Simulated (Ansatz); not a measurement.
# SnSe under changes of volume

One of the cells (27.271 Å³/atom); the others are scaled copies at fixed shape and fractional positions:

```
CELL_PARAMETERS angstrom
0.00000 3.01000 3.01000
3.01000 0.00000 3.01000
3.01000 3.01000 0.00000
ATOMIC_POSITIONS crystal
Sn 0.00000 0.00000 0.00000
Se 0.50000 0.50000 0.50000
```

Measurements of this composition are mostly on another form, of space group No. 62.

```yaml
Program: Ansatz 0.2.0
Functional: r2SCAN
Potentials_or_basis: Ansatz PAW
Cutoff: "500 eV (not typed: the program's choice for these potentials)"
k_mesh: 8 × 8 × 8
Occupations: fermi-dirac, width 0.05 eV
Spin: no spin polarisation
```

```tsv
volume (Å³/atom)	energy over the lowest point (meV/atom)	pressure (GPa)	gap on the mesh (eV)
25.635	16.67	3.6	0.72
26.180	?	?	?
26.725	1.40	1.0	0.55
27.271	0.00	-0.1	0.46
27.816	2.20	-1.1	0.37
28.362	7.65	-2.0	0.28
28.907	16.00	-2.8	0.20
```

Problem. What does the run at 26.180 Å³/atom give?

Solution. Energy over the lowest point 6.81 meV/atom; pressure 2.2 GPa; gap on the mesh 0.65 eV.

Worked out: A Birch-Murnaghan fit of order 3 (a polynomial in V^(-2/3)) to the other rows has its minimum at 27.20 Å³/atom with B0 = V·E''(V) = 53 GPa and B' = 4.3. It gives 6.81 meV/atom at 26.180 Å³/atom, against the run's 6.81, and -dE/dV = 2.2 GPa, against 2.2. A straight line through the other rows of the gap, of slope -4.37 eV per unit of ln V, gives 0.63 eV, against the run's 0.65.

Energies are extrapolated to zero smearing.

Caveats: spin-orbit coupling is left out, which moves the levels of the heavy elements; the PAW data sets come from PBE, with cores solved anew for the run's functional, which leaves a small shift of forces and pressure.

A mesh can miss the band edges.
